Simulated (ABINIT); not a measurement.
# As (Pm-3m) in ABINIT: a series of runs

The runs below take As through single point, with PBEsol, PBE.

Everything below comes from runs of ABINIT 10.8.3 (patched build). Logs are shortened: lines on timing, memory, paths and dates and some standing lists are left out, and cuts for length are marked. The log counts tension as positive stress, the text compression.

## 1. The crystal as given

The structure is cubic, space group Pm-3m (No. 221). The conventional cell has a = 2.704 Å, b = 2.704 Å, c = 2.704 Å, α = 90.00°, β = 90.00°, γ = 90.00°. Around As (site symmetry m-3m) lie 6 As at 2.70 Å.

This isn't the form of As at room conditions, which is rhombohedral.

## 2. Single point, PBEsol

Input file run.abi:

```
pp_dirpath "./"
pseudos "As.upf"

acell 3*1.0 Angstrom
rprim
     2.7036817444     0.0000000000     0.0000000000
     0.0000000000     2.7036817444     0.0000000000
     0.0000000000     0.0000000000     2.7036817444
ntypat 1
znucl 33
natom 1
typat 1
xcart
     2.5546090125     2.5546090125     2.5546090125

ecut 42.0

kptopt 1
ngkpt 10 10 10
nshiftk 1
shiftk 0.0 0.0 0.0

ixc -116133

nband 12
occopt 3
tsmear 0.00183747

nstep 100
tolvrs 1.0e-10

iomode 3
prtwf 0
prtden 0
prteig 0
prtebands 0
enunit 2
```

Potentials or basis: PseudoDojo NC SR PBEsol v0.4.1 standard.

Launch:

```console
> abinit run.abi > log 2>&1
```

run.abo:

```text
.Version 10.8.3 of ABINIT
 Symmetries : space group Pm -3 m (#221); Bravais cP (primitive cubic)
================================================================================
 Values of the parameters that define the memory need of the present run
     intxc =       0    ionmov =       0      iscf =       7    lmnmax =       6
     lnmax =       6     mgfft =      30  mpssoang =       3    mqgrid =    3001
     natom =       1  nloc_mem =       1    nspden =       1   nspinor =       1
    nsppol =       1      nsym =      48    n1xccc =    2501    ntypat =       1
    occopt =       3   xclevel =       2
       mpw =        1763          nfft =       27000          nkpt =          56
================================================================================
================================================================================

--------------------------------------------------------------------------------
------------- Echo of variables that govern the present computation ------------
--------------------------------------------------------------------------------
 -outvars: echo values of preprocessed input variables --------
            acell      1.8897261259E+00  1.8897261259E+00  1.8897261259E+00 Bohr
              amu      7.49215900E+01
             ecut      4.20000000E+01 Hartree
           enunit           2
                       outvar_i_n : Printing only first  50 k-points.
              ixc     -116133
                       outvar_i_n : Printing only first  50 k-points.
         kptrlatt       10    0    0      0   10    0      0    0   10
          kptrlen      5.10921803E+01
            natom           1
            nband          12
            ngfft          30      30      30
             nkpt          56
            nstep         100
             nsym          48
           ntypat           1
                       prtocc : prtvol=0, do not print more k-points.
           occopt           3
           prtden           0
        prtebands           0
           prteig           0
            prtwf           0
            rprim      2.7036817444E+00  0.0000000000E+00  0.0000000000E+00
                       0.0000000000E+00  2.7036817444E+00  0.0000000000E+00
                       0.0000000000E+00  0.0000000000E+00  2.7036817444E+00
          spgroup         221
           tolvrs      1.00000000E-10
           tsmear      1.83747000E-03 Hartree
            typat      1
                       outvars : Printing only first  50 k-points.
           xangst      1.3518408713E+00  1.3518408713E+00  1.3518408713E+00
            xcart      2.5546090125E+00  2.5546090125E+00  2.5546090125E+00
             xred      4.9999999965E-01  4.9999999965E-01  4.9999999965E-01
            znucl       33.00000

================================================================================

 chkinp: Checking input parameters for consistency.

================================================================================
== DATASET  1 ==================================================================

[... 78 lines left out ...]
 ------------------------------------------------
 Atom  Sphere_radius  Integrated_density
    1        2.00000         12.25386288
================================================================================

 ----iterations are completed or convergence reached----

 Mean square residual over all n,k,spin=   31.327E-07; max=  80.441E-05
 reduced coordinates (array xred) for    1 atoms
       0.499999999654      0.499999999654      0.499999999654
 rms dE/dt=  0.0000E+00; max dE/dt=  0.0000E+00; dE/dt below (all hartree)
    1       0.000000000000      0.000000000000      0.000000000000

 cartesian coordinates (angstrom) at end:
    1      1.35184087126531     1.35184087126531     1.35184087126531

 cartesian forces (hartree/bohr) at end:
    1     -0.00000000000000    -0.00000000000000    -0.00000000000000
 frms,max,avg= 0.0000000E+00 0.0000000E+00   0.000E+00  0.000E+00  0.000E+00 h/b

 cartesian forces (eV/Angstrom) at end:
    1     -0.00000000000000    -0.00000000000000    -0.00000000000000
 frms,max,avg= 0.0000000E+00 0.0000000E+00   0.000E+00  0.000E+00  0.000E+00 e/A
 length scales=  1.889726125908  1.889726125908  1.889726125908 bohr
              =  1.000000000000  1.000000000000  1.000000000000 angstroms
 Fermi (or HOMO) energy (hartree) =   0.21843   Average Vxc (hartree)=  -0.42043
 Eigenvalues (hartree) for nkpt=  56  k points:
 kpt#   1, nband= 12, wtk=  0.00100, kpt=  0.0000  0.0000  0.0000 (reduced coord)
  -1.10391   -1.10391   -1.10026   -1.10026   -1.10026   -0.33032    0.37289    0.37289
   0.37289    0.53688    0.53688    0.60253
      occupation numbers for kpt#   1
   2.00000    2.00000    2.00000    2.00000    2.00000    2.00000    0.00000    0.00000
   0.00000    0.00000    0.00000    0.00000
 prteigrs : prtvol=0 or 1, do not print more k-points.

 Fermi (or HOMO) energy (eV) =   5.94381   Average Vxc (eV)= -11.44044
 Eigenvalues (   eV  ) for nkpt=  56  k points:
 kpt#   1, nband= 12, wtk=  0.00100, kpt=  0.0000  0.0000  0.0000 (reduced coord)
 -30.03884  -30.03884  -29.93957  -29.93957  -29.93957   -8.98859   10.14687   10.14687
  10.14687   14.60918   14.60918   16.39575
 prteigrs : prtvol=0 or 1, do not print more k-points.

--- !EnergyTerms
iteration_state     : {dtset: 1, }
comment             : Components of total free energy in Hartree
kinetic             :  7.62062531864281E+01
hartree             :  2.81036707546157E+01
xc                  : -2.35123575361486E+01
Ewald energy        : -6.24745244103888E+01
psp_core            :  3.23812083347609E+00
local_psp           : -7.51973926185853E+01
non_local_psp       : -5.22942282434467E+01
internal            : -1.05930458034050E+02
'-kT*entropy'       : -9.29594966150878E-05
total_energy        : -1.05930550993546E+02
total_energy_eV     : -2.88251713833497E+03
band_energy         : -1.10482673035570E+01
...

 Cartesian components of stress tensor (hartree/bohr^3)
  sigma(1 1)=  5.17448316E-05  sigma(3 2)=  0.00000000E+00
  sigma(2 2)=  5.17448316E-05  sigma(3 1)=  0.00000000E+00
  sigma(3 3)=  5.17448316E-05  sigma(2 1)=  0.00000000E+00

-Cartesian components of stress tensor (GPa)         [Pressure= -1.5224E+00 GPa]
- sigma(1 1)=  1.52238551E+00  sigma(3 2)=  0.00000000E+00
- sigma(2 2)=  1.52238551E+00  sigma(3 1)=  0.00000000E+00
- sigma(3 3)=  1.52238551E+00  sigma(2 1)=  0.00000000E+00

== END DATASET(S) ==============================================================
================================================================================

 -outvars: echo values of variables after computation  --------
            acell      1.8897261259E+00  1.8897261259E+00  1.8897261259E+00 Bohr
           etotal     -1.0593055099E+02
            fcart     -0.0000000000E+00 -0.0000000000E+00 -0.0000000000E+00
            rprim      2.7036817444E+00  0.0000000000E+00  0.0000000000E+00
                       0.0000000000E+00  2.7036817444E+00  0.0000000000E+00
                       0.0000000000E+00  0.0000000000E+00  2.7036817444E+00
           strten      5.1744831609E-05  5.1744831609E-05  5.1744831609E-05
                       0.0000000000E+00  0.0000000000E+00  0.0000000000E+00
           xangst      1.3518408713E+00  1.3518408713E+00  1.3518408713E+00
             xred      4.9999999965E-01  4.9999999965E-01  4.9999999965E-01
 Calculation completed.
```

Run time: 18 s. Hardware: 1 thread of Arm Neoverse V2, shared host; peak memory 0.08 GiB.

What came out:

```
Free energy                                           : -2882.5171 eV
Pressure                                              : -1.5 GPa
Band gap on the k mesh                                : none (metal or under the smearing width)
Valence electrons inside the program's atomic spheres : As 12.25 (radii [1.0584] Å)
```

## 3. Single point, PBEsol (cell strained at random at fixed volume)

Input file run.abi:

```
pp_dirpath "./"
pseudos "As.upf"

acell 3*1.0 Angstrom
rprim
     2.7100410000    -0.0173790000    -0.0118580000
    -0.0173790000     2.7297000000     0.0332640000
    -0.0118580000     0.0332640000     2.6721930000
ntypat 1
znucl 33
natom 1
typat 1
xred
     0.4843510000     0.5055250000     0.4963750000
chkprim 0
chksymtnons 0
tolsym 1.0e-6

ecut 1142.878222 eV

kptopt 1
ngkpt 10 10 10
nshiftk 1
shiftk 0.0 0.0 0.0

ixc -116133

nband 12
occopt 3
tsmear 0.05 eV

nstep 100
tolvrs 1.0e-10

iomode 3
prtwf 0
prtden 0
prteig 0
prtebands 0
```

Potentials or basis: PseudoDojo NC SR PBEsol v0.4.1 standard.

Launch:

```console
> abinit run.abi > log 2>&1
```

run.abo:

```text
.Version 10.8.3 of ABINIT
 Symmetries : space group P-1 (#  2); Bravais aP (primitive triclinic)
================================================================================
 Values of the parameters that define the memory need of the present run
     intxc =       0    ionmov =       0      iscf =       7    lmnmax =       6
     lnmax =       6     mgfft =      32  mpssoang =       3    mqgrid =    3001
     natom =       1  nloc_mem =       1    nspden =       1   nspinor =       1
    nsppol =       1      nsym =       2    n1xccc =    2501    ntypat =       1
    occopt =       3   xclevel =       2
       mpw =        1758          nfft =       28800          nkpt =         504
================================================================================
================================================================================

--------------------------------------------------------------------------------
------------- Echo of variables that govern the present computation ------------
--------------------------------------------------------------------------------
 -outvars: echo values of preprocessed input variables --------
            acell      1.8897261259E+00  1.8897261259E+00  1.8897261259E+00 Bohr
              amu      7.49215900E+01
          chkprim           0
      chksymtnons           0
             ecut      4.20000000E+01 Hartree
                       outvar_i_n : Printing only first  50 k-points.
              ixc     -116133
                       outvar_i_n : Printing only first  50 k-points.
         kptrlatt       10    0    0      0   10    0      0    0   10
          kptrlen      5.05015387E+01
            natom           1
            nband          12
            ngfft          30      32      30
             nkpt         504
            nstep         100
             nsym           2
           ntypat           1
                       prtocc : prtvol=0, do not print more k-points.
           occopt           3
           prtden           0
        prtebands           0
           prteig           0
            prtwf           0
            rprim      2.7100410000E+00 -1.7379000000E-02 -1.1858000000E-02
                      -1.7379000000E-02  2.7297000000E+00  3.3264000000E-02
                      -1.1858000000E-02  3.3264000000E-02  2.6721930000E+00
          spgroup           2
           tolsym      1.00000000E-06
[... 98 lines left out ...]

 ----iterations are completed or convergence reached----

 Mean square residual over all n,k,spin=   21.292E-07; max=  20.486E-04
 reduced coordinates (array xred) for    1 atoms
       0.484351000000      0.505525000000      0.496375000000
 rms dE/dt=  0.0000E+00; max dE/dt=  0.0000E+00; dE/dt below (all hartree)
    1       0.000000000000      0.000000000000      0.000000000000

 cartesian coordinates (angstrom) at end:
    1      1.29793953466600     1.38802547447100     1.33748214981700

 cartesian forces (hartree/bohr) at end:
    1     -0.00000000000000    -0.00000000000000    -0.00000000000000
 frms,max,avg= 0.0000000E+00 0.0000000E+00   0.000E+00  0.000E+00  0.000E+00 h/b

 cartesian forces (eV/Angstrom) at end:
    1     -0.00000000000000    -0.00000000000000    -0.00000000000000
 frms,max,avg= 0.0000000E+00 0.0000000E+00   0.000E+00  0.000E+00  0.000E+00 e/A
 length scales=  1.889726125908  1.889726125908  1.889726125908 bohr
              =  1.000000000000  1.000000000000  1.000000000000 angstroms
 Fermi (or HOMO) energy (hartree) =   0.21756   Average Vxc (hartree)=  -0.42046
 Eigenvalues (hartree) for nkpt= 504  k points:
 kpt#   1, nband= 12, wtk=  0.00100, kpt=  0.0000  0.0000  0.0000 (reduced coord)
  -1.10430   -1.10378   -1.10045   -1.10037   -1.10031   -0.33045    0.36064    0.37001
   0.38846    0.53095    0.54075    0.60531
      occupation numbers for kpt#   1
   2.00000    2.00000    2.00000    2.00000    2.00000    2.00000    0.00000    0.00000
   0.00000    0.00000    0.00000    0.00000
 prteigrs : prtvol=0 or 1, do not print more k-points.

--- !EnergyTerms
iteration_state     : {dtset: 1, }
comment             : Components of total free energy in Hartree
kinetic             :  7.62061447452610E+01
hartree             :  2.81063510605506E+01
xc                  : -2.35123051277898E+01
Ewald energy        : -6.24701523346711E+01
psp_core            :  3.23811975152746E+00
local_psp           : -7.52043329564522E+01
non_local_psp       : -5.22941494711512E+01
internal            : -1.05930324332725E+02
'-kT*entropy'       : -8.11089282187798E-05
total_energy        : -1.05930405441653E+02
total_energy_eV     : -2.88251317766620E+03
band_energy         : -1.10498084347770E+01
...

 Cartesian components of stress tensor (hartree/bohr^3)
  sigma(1 1)=  6.30237705E-05  sigma(3 2)=  2.84111285E-05
  sigma(2 2)=  1.08412763E-04  sigma(3 1)= -1.39051612E-05
  sigma(3 3)= -1.98018264E-05  sigma(2 1)= -9.52615684E-06

-Cartesian components of stress tensor (GPa)         [Pressure= -1.4871E+00 GPa]
- sigma(1 1)=  1.85422334E+00  sigma(3 2)=  8.35884259E-01
- sigma(2 2)=  3.18961362E+00  sigma(3 1)= -4.09103965E-01
- sigma(3 3)= -5.82589846E-01  sigma(2 1)= -2.80269210E-01

== END DATASET(S) ==============================================================
================================================================================

 -outvars: echo values of variables after computation  --------
            acell      1.8897261259E+00  1.8897261259E+00  1.8897261259E+00 Bohr
           etotal     -1.0593040544E+02
            fcart     -0.0000000000E+00 -0.0000000000E+00 -0.0000000000E+00
            rprim      2.7100410000E+00 -1.7379000000E-02 -1.1858000000E-02
                      -1.7379000000E-02  2.7297000000E+00  3.3264000000E-02
                      -1.1858000000E-02  3.3264000000E-02  2.6721930000E+00
           strten      6.3023770457E-05  1.0841276341E-04 -1.9801826388E-05
                       2.8411128499E-05 -1.3905161150E-05 -9.5261568377E-06
           xangst      1.2979395347E+00  1.3880254745E+00  1.3374821498E+00
             xred      4.8435100000E-01  5.0552500000E-01  4.9637500000E-01
 Calculation completed.
```

Run time: 2.7 min. Hardware: 1 thread of Arm Neoverse V2, shared host; peak memory 0.22 GiB.

What came out:

| Property | Result |
| --- | --- |
| Free energy | -2882.5132 eV |
| Pressure | -1.5 GPa |
| Band gap on the k mesh | none (metal or under the smearing width) |
| Valence electrons inside the program's atomic spheres | As 12.26 (radii [1.0584] Å) |

Stress tensor (GPa, compression positive):
```
-1.85  0.28  0.41
 0.28 -3.19 -0.84
 0.41 -0.84  0.58
```

## 4. Single point, PBE

Input file run.abi:

```
# Pseudopotentials
pp_dirpath "./"
pseudos "As.GGA_PBE-JTH.xml"

# Structure
structure "poscar:POSCAR"
natom 1

# Plane-wave basis
ecut 408.170794 eV
pawecutdg 30.0
pawxcdev 0

# k points
kptopt 1
ngkpt 10 10 10
nshiftk 1
shiftk 0.0 0.0 0.0

# Exchange and correlation
ixc 11

# Bands and occupations
nband 12
occopt 3
tsmear 0.05 eV

# SCF cycle
nstep 100
tolvrs 1.0e-9

# Output
iomode 3
prtwf 0
prtden 0
prteig 0
prtebands 0
```

Input file POSCAR:

```
As
1.0
    2.7036817444      0.0000000000      0.0000000000
    0.0000000000      2.7036817444      0.0000000000
    0.0000000000      0.0000000000      2.7036817444
As
1
Direct
    0.5000000000      0.5000000000      0.5000000000  As
```

Potentials or basis: JTH PAW PBE v2.0.

Launch:

```console
> abinit run.abi > log 2>&1
```

run.abo:

```text
.Version 10.8.3 of ABINIT
 Symmetries : space group Pm -3 m (#221); Bravais cP (primitive cubic)
================================================================================
 Values of the parameters that define the memory need of the present run
     intxc =       0    ionmov =       0      iscf =      17    lmnmax =      18
     lnmax =       6     mgfft =      18  mpssoang =       3    mqgrid =    3001
     natom =       1  nloc_mem =       2    nspden =       1   nspinor =       1
    nsppol =       1      nsym =      48    n1xccc =       1    ntypat =       1
    occopt =       3   xclevel =       2
       mpw =         381          nfft =        5832          nkpt =          56
 PAW method is used; the additional fine FFT grid is defined by:
   mgfftf=        27    nfftf =     19683
================================================================================
================================================================================

--------------------------------------------------------------------------------
------------- Echo of variables that govern the present computation ------------
--------------------------------------------------------------------------------
 -outvars: echo values of preprocessed input variables --------
            acell      1.0000000000E+00  1.0000000000E+00  1.0000000000E+00 Bohr
              amu      7.49215900E+01
             ecut      1.50000000E+01 Hartree
                       outvar_i_n : Printing only first  50 k-points.
              ixc          11
                       outvar_i_n : Printing only first  50 k-points.
         kptrlatt       10    0    0      0   10    0      0    0   10
          kptrlen      5.10921803E+01
            natom           1
            nband          12
[... 186 lines left out ...]
psp_core            :  2.63568376743869E+00
xc_dc               : -3.02989473871413E+01
PAW spherical_terms : -1.32210794978976E+01
internal            : -1.13865665977428E+02
'-kT*entropy'       : -8.81043235076121E-05
total_energy_dc     : -1.13865754081751E+02
total_energy_dc_eV  : -3.09844501450842E+03
...

--- !EnergyTermsWithPAWCore
iteration_state     : {dtset: 1, }
comment             : 'Components of total free energy, including PAW core contributions'
Total energy        : -2.26097391284567E+03
Total energy DC     : -2.26097388496523E+03
Total energy (eV)   : -6.15242344345304E+04
Total energy DC (eV): -6.15242336758651E+04
...

 Cartesian components of stress tensor (hartree/bohr^3)
  sigma(1 1)= -7.64704242E-05  sigma(3 2)=  0.00000000E+00
  sigma(2 2)= -7.64704242E-05  sigma(3 1)=  0.00000000E+00
  sigma(3 3)= -7.64704242E-05  sigma(2 1)=  0.00000000E+00

-Cartesian components of stress tensor (GPa)         [Pressure=  2.2498E+00 GPa]
- sigma(1 1)= -2.24983756E+00  sigma(3 2)=  0.00000000E+00
- sigma(2 2)= -2.24983756E+00  sigma(3 1)=  0.00000000E+00
- sigma(3 3)= -2.24983756E+00  sigma(2 1)=  0.00000000E+00

== END DATASET(S) ==============================================================
================================================================================

 -outvars: echo values of variables after computation  --------
            acell      1.0000000000E+00  1.0000000000E+00  1.0000000000E+00 Bohr
           etotal     -1.1386575408E+02
            fcart     -0.0000000000E+00 -0.0000000000E+00 -0.0000000000E+00
            rprim      5.1092180285E+00  0.0000000000E+00  0.0000000000E+00
                       0.0000000000E+00  5.1092180285E+00  0.0000000000E+00
                       0.0000000000E+00  0.0000000000E+00  5.1092180285E+00
           strten     -7.6470424222E-05 -7.6470424222E-05 -7.6470424222E-05
                       0.0000000000E+00  0.0000000000E+00  0.0000000000E+00
           xangst      1.3518408722E+00  1.3518408722E+00  1.3518408722E+00
             xred      5.0000000000E-01  5.0000000000E-01  5.0000000000E-01
 Calculation completed.
```

Wall time 5.7 s (1 thread of Arm Neoverse V1, shared host); peak memory 0.08 GiB.

Results:

| Property | Result |
| --- | --- |
| Free energy | -3098.4450 eV |
| Pressure | 2.2 GPa |
| Band gap on the k mesh | none (metal or under the smearing width) |
| Valence electrons inside the program's atomic spheres | As 12.59 (radii [1.1133] Å) |

(Part 1 of 2 ends here.)
